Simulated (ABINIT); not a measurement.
Input of an ABINIT 10.8.3 (patched build) run:

Contents of run.abi:

```
# Pseudopotentials
pp_dirpath "./"
pseudos "Mo.GGA_PBE-JTH.xml, Si.GGA_PBE-JTH.xml"

# Structure
acell 3*1.0 Angstrom
rprim
    -1.6000000000     1.6000000000     3.9305000000
     1.6000000000    -1.6000000000     3.9305000000
     1.6000000000     1.6000000000    -3.9305000000
ntypat 2
znucl 42 14
natom 3
typat 1 2 2
xred
     0.0000000000     0.0000000000     0.0000000000
     0.6670000000     0.6670000000     0.0000000000
     0.3330000000     0.3330000000     0.0000000000

# Plane-wave basis
ecut 15.0
pawecutdg 30.0

# k points
kptopt 1
ngkpt 7 7 7
nshiftk 1
shiftk 0.0 0.0 0.0

# Exchange and correlation
ixc 11

# Bands and occupations
nband 15
occopt 3
tsmear 0.00183747

# SCF cycle
nstep 100
tolvrs 1.0e-9

# Output
iomode 3
prtwf 0
prtden 0
prteig 0
prtebands 0
enunit 2
```

Potentials or basis: JTH PAW PBE v2.0.

The run is started by

```sh
$ abinit run.abi > log 2>&1
```

**Question.** What does it give for the pressure?

**Answer.** 2.3 GPa.

**Question.** Predict the band gap on the k mesh.

**Answer.** None (metal or under the smearing width).

**Question.** Predict the largest force.

**Answer.** 0.297 eV/Å.

Stress tensor (GPa, compression positive):
```
2.74 0.00 0.00
0.00 2.74 0.00
0.00 0.00 1.47
```

Caveat: the k mesh is coarse (spacing up to 0.40 Å⁻¹), so the values aren't converged.
